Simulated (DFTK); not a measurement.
Crystal: Ge.

```
Ge
1.0
     0.00000    2.82891    2.82891
     2.82891    0.00000    2.82891
     2.82891    2.82891    0.00000
Ge
2
Direct
  0.75000 0.75000 0.75000
  0.50000 0.50000 0.50000
```

Base run:

* Program: DFTK 0.8.2
* Functional: PBEsol
* Potentials or basis: dojo.nc.sr.pbesol.v0_4_1.standard.upf (PBEsol)
* Cutoff: 1061 eV
* k mesh: 8 × 8 × 8
* Occupations: fermi-dirac, width 0.05 eV
* Spin: no spin polarisation

Its results: band gap on the k mesh none (metal or under the smearing width); pressure 0.6 GPa.

After a change of settings the same cell gave: band gap on the k mesh 0.10 eV, direct; pressure 0.0 GPa. Which change was it?
A. functional from PBEsol to LDA; potentials or basis from dojo.nc.sr.pbesol.v0_4_1.standard.upf (PBEsol) to cp2k.nc.sr.lda.v0_1.largecore.gth (LDA, GTH); cutoff from 1061 eV to 735 eV; valence electrons from 28 to 8
B. potentials or basis from dojo.nc.sr.pbesol.v0_4_1.standard.upf (PBEsol) to SG15 1.2 (PBE); cutoff from 1061 eV to 1225 eV; k mesh from 8 × 8 × 8 to 7 × 7 × 7
C. functional from PBEsol to PBE; potentials or basis from dojo.nc.sr.pbesol.v0_4_1.standard.upf (PBEsol) to cp2k.nc.sr.pbe.v0_1.largecore.gth (PBE, GTH); cutoff from 1061 eV to 599 eV; valence electrons from 28 to 8
D. functional from PBEsol to PBE; potentials or basis from dojo.nc.sr.pbesol.v0_4_1.standard.upf (PBEsol) to dojo.nc.sr.pbe.v0_4_1.standard.upf (PBE)

B.

Caveats: this crystal is a semiconductor, whose small gap the functional closes, so the metal is an error of the method (some runs); the potentials were made for another functional, which shifts forces and pressure (some runs).

Not every run made on this cell is shown here.
